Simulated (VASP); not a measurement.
# InAs (F-43m) in VASP: further runs, part 2 of 2

VASP 6.6.1.

**4. Single point, PBE (29.63 Å³/atom)**

This run uses another cell than the first one, of 29.63 Å³/atom.

Input file INCAR:

```
PREC = Accurate
ENCUT = 520
EDIFF = 1E-7
ISMEAR = 0
SIGMA = 0.05
LREAL = False
LASPH = True
NELM = 80
ALGO = Normal
ISIF = 2
LWAVE = False
LCHARG = True
GGA = PE
LELF = True
LVHAR = True
NBANDS = 16
```

Input file KPOINTS:

```
Automatic mesh
0
Gamma
  6 6 6
```

Input file POSCAR:

```
InAs
1.0
    0.0000000000      3.0944167663      3.0944167663
    3.0944167663      0.0000000000      3.0944167663
    3.0944167663      3.0944167663      0.0000000000
In As
1 1
Direct
    0.0000000000      0.0000000000      0.0000000000
    0.7500000000      0.7500000000      0.7500000000
```

Potentials or basis: VASP PAW PBE potentials, release 64 (In_d, As).

Run with:

```bash
cat potpaw_PBE.64/In_d/POTCAR potpaw_PBE.64/As/POTCAR > POTCAR
mpirun -np 1 vasp_std > vasp.out
```

OUTCAR:

```text
PREC = Accurate
   ENCUT = 520
   EDIFF = 1E-7
   ISMEAR = 0
   LREAL = False
   LASPH = True
   NELM = 80
   ISIF = 2
   GGA = PE

 ion  position               nearest neighbor table
   1  0.000  0.000  0.000-   2 2.68   2 2.68   2 2.68   2 2.68
   2  0.750  0.750  0.750-   1 2.68   1 2.68   1 2.68   1 2.68

  LATTYP: Found a face centered cubic cell.
 ALAT       =     6.1888335326

  Lattice vectors:

 A1 = (   0.0000000000,   3.0944167663,   3.0944167663)
[... 479 lines left out ...]

------------------------ aborting loop because EDIFF is reached ----------------------------------------

  FORCE on cell =-STRESS in cart. coord.  units (eV):
  Direction    XX          YY          ZZ          XY          YZ          ZX
  --------------------------------------------------------------------------------------
  -------------------------------------------------------------------------------------
  Total        0.0191684      0.0191684      0.0191684     -0.0000000     -0.0000000     -0.0000000
  in kB        0.5182396      0.5182396      0.5182396     -0.0000000     -0.0000000     -0.0000000
  external PRESSURE =       0.5182396 kB  Pullay stress =       0.0000000 kB

 VOLUME and BASIS-vectors are now :
 -----------------------------------------------------------------------------
  energy-cutoff  :      520.00
  volume of cell :       59.26
      direct lattice vectors                 reciprocal lattice vectors
     0.000000000  3.094416766  3.094416766    -0.161581338  0.161581338  0.161581338
     3.094416766  0.000000000  3.094416766     0.161581338 -0.161581338  0.161581338
     3.094416766  3.094416766  0.000000000     0.161581338  0.161581338 -0.161581338

 POSITION                                       TOTAL-FORCE (eV/Angst)
 -----------------------------------------------------------------------------------
      0.00000      0.00000      0.00000        -0.000000     -0.000000     -0.000000
      4.64163      4.64163      4.64163         0.000000      0.000000      0.000000
 -----------------------------------------------------------------------------------
    total drift:                                0.000000      0.000000      0.000000

  FREE ENERGIE OF THE ION-ELECTRON SYSTEM (eV)
  ---------------------------------------------------
  free  energy   TOTEN  =        -7.7025377710 eV

  energy  without entropy=       -7.7021806823  energy(sigma->0) =       -7.70235923
```

OSZICAR:

```text
N       E                     dE             d eps       ncg     rms          rms(c)
DAV:   1     0.116891139111E+03    0.11689E+03   -0.82942E+03   512   0.119E+03
DAV:   2    -0.778375827281E-02   -0.11690E+03   -0.11214E+03   576   0.296E+02
DAV:   3    -0.775214815713E+01   -0.77444E+01   -0.77158E+01   656   0.753E+01
DAV:   4    -0.795194684884E+01   -0.19980E+00   -0.19975E+00   632   0.138E+01
DAV:   5    -0.796124736666E+01   -0.93005E-02   -0.93004E-02   808   0.238E+00    0.407E+00
DAV:   6    -0.772037526026E+01    0.24087E+00   -0.37218E-01   800   0.962E+00    0.225E+00
DAV:   7    -0.770024127548E+01    0.20134E-01   -0.10335E-01   704   0.264E+00    0.700E-01
DAV:   8    -0.770166235923E+01   -0.14211E-02   -0.11813E-02   632   0.120E+00    0.161E-01
DAV:   9    -0.770232414182E+01   -0.66178E-03   -0.95809E-04   632   0.276E-01    0.979E-02
DAV:  10    -0.770248481014E+01   -0.16067E-03   -0.16948E-04   664   0.164E-01    0.527E-02
DAV:  11    -0.770253645574E+01   -0.51646E-04   -0.11130E-04   600   0.100E-01    0.325E-02
DAV:  12    -0.770253707055E+01   -0.61482E-06   -0.48797E-06   608   0.197E-02    0.745E-03
DAV:  13    -0.770253751880E+01   -0.44825E-06   -0.17271E-06   624   0.703E-03    0.335E-03
DAV:  14    -0.770253764358E+01   -0.12477E-06   -0.99378E-08   600   0.272E-03    0.114E-03
DAV:  15    -0.770253774964E+01   -0.10607E-06   -0.12064E-08   352   0.796E-04    0.829E-04
DAV:  16    -0.770253777103E+01   -0.21388E-07   -0.48067E-09   312   0.588E-04
   1 F= -.77025378E+01 E0= -.77023592E+01  d E =-.357089E-03
```

stdout:

```text
POSCAR found type information on POSCAR InAs
 POSCAR found :  2 types and       2 ions
 scaLAPACK will be used
 LDA part: xc-table for (Slater+PW92), standard interpolation
 POSCAR, INCAR and KPOINTS ok, starting setup
 FFT: planning ... GRIDC
 FFT: planning ... GRID_SOFT
 FFT: planning ... GRID
 WAVECAR not read
 entering main loop
```

It took 40 s on 1 thread of Intel Xeon 8259CL, shared host; peak memory 0.2 GiB.

Results:

```
Free energy            : -7.7025 eV
Pressure               : 0.1 GPa
Band gap on the k mesh : zero (filled and empty bands touch)
```

Levels at points of the mesh, in eV from the Fermi level:
```
           k point  band 5  band 6  band 7  band 8  band 9  band 10  band 11  band 12  band 13  band 14
(0.00, 0.00, 0.00)  -14.19  -11.45   -0.57   -0.02   -0.02    -0.02     3.85     3.85     3.85     7.26
(0.50, 0.00, 0.00)  -14.18  -10.18   -5.45   -0.91   -0.91     0.79     4.61     4.61     6.73     8.67
(0.50, 0.50, 0.00)  -14.17   -9.72   -5.57   -2.12   -2.12     1.64     2.02     8.74     8.77     8.77
```

Caveat: semilocal functionals underestimate gaps, so a narrow gap can read as zero; spin-orbit coupling is left out, which moves the levels of the heavy elements.

**5. Summary**

```csv
cell,gap on the mesh (eV),pressure (GPa)
"a = 4.310 Å, angles 60.0°, 2 atoms",none,2.5
"a = 4.334 Å, angles 60.0°, 2 atoms",none,1.6
"a = 4.376 Å, angles 60.0°, 2 atoms",none,0.1
```

Alike in all rows: task single point; level PBE; potentials or basis VASP PAW PBE potentials, release 64 (In_d, As); no spin polarisation; k mesh 6 × 6 × 6; cutoff (eV) 520; smearing gaussian 0.05 eV.

Caveats: semilocal functionals underestimate gaps, so a narrow gap can read as zero; spin-orbit coupling is left out, which moves the levels of the heavy elements.

Total energies depend on the potentials used, so only differences within one code and one set of settings carry meaning.

**6. How close it comes**

Step 4. Measured gap of InAs: 0.418 eV (direct; 4.2 K; a printed reference work, data compilation). This calculation gives 0.00 eV (-0.42 eV). Spin-orbit coupling on As, In is left out. The value is that of PBE on a finite k mesh, which can miss the band edges, without temperature or zero-point motion. Semilocal functionals fall short of measured gaps as a rule.
